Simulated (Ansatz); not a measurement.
BaSnO3 (Pm-3m), r2SCAN with spin-orbit coupling, rigid bands in Ansatz (a first-principles code): N_c = 2.28e18 cm⁻³ at 300 K and an electron conductivity mass of 0.201 mₑ.

Q: For 1e16 electrons per cm³ at 300 K, place the Fermi level, estimate the Seebeck coefficient of a parabolic band with constant τ, and give mobility and conductivity for τ = 20 fs.

A: The level lies k_BT ln(N_c/n) = 0.140 eV below the conduction-band minimum. S ≈ −(k_B/e)[ln(N_c/n) + 5/2] = -683 μV/K, against -679 μV/K from the full bands (mean over directions). μ = eτ/m = 175 cm²/(V·s) and σ = neμ = 0.280 S/cm. τ is assumed, not computed.

Band transport and this doping are assumed; polarons and phonon drag are left out.
